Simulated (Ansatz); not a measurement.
# PbO2 under changes of volume

One of the cells (13.151 Å³/atom); the others are scaled copies at fixed shape and fractional positions:

```
Pb O
1.0
     0.00000    2.70199    2.70199
     2.70199    0.00000    2.70199
     2.70199    2.70199    0.00000
Pb O
1 2
Direct
  0.00000 0.00000 0.00000
  0.75000 0.75000 0.75000
  0.25000 0.25000 0.25000
```

The cell comes from a database or a generator and needn't be the stable form of this composition.

- Program: Ansatz 0.2.0
- Functional: BLYP
- Dispersion: D4
- Potentials or basis: JTH PAW LDA
- Cutoff: 1800 eV
- Density cutoff: 9000 eV
- k mesh: 9 × 9 × 9
- Occupations: fermi-dirac, width 0.025 eV
- Spin: no spin polarisation

```csv
volume (Å³/atom),energy over the lowest point (meV/atom),pressure (GPa)
12.362,?,?
12.625,11.06,6.4
12.888,3.10,3.3
13.151,0.00,0.5
13.414,1.19,-1.9
13.677,6.19,-4.1
13.940,14.55,-6.0
```

**Question.** What does the run at 12.362 Å³/atom give?

**Answer.** Energy over the lowest point 24.50 meV/atom; pressure 10.0 GPa.

Worked out: A Birch-Murnaghan fit of order 3 (a polynomial in V^(-2/3)) to the other rows has its minimum at 13.20 Å³/atom with B0 = V·E''(V) = 128 GPa and B' = 5.1. It gives 24.51 meV/atom at 12.362 Å³/atom, against the run's 24.50, and -dE/dV = 10.0 GPa, against 10.0.

Energies are extrapolated to zero smearing.

Caveats: pairwise dispersion overbinds metals, which lowers pressure and volume.
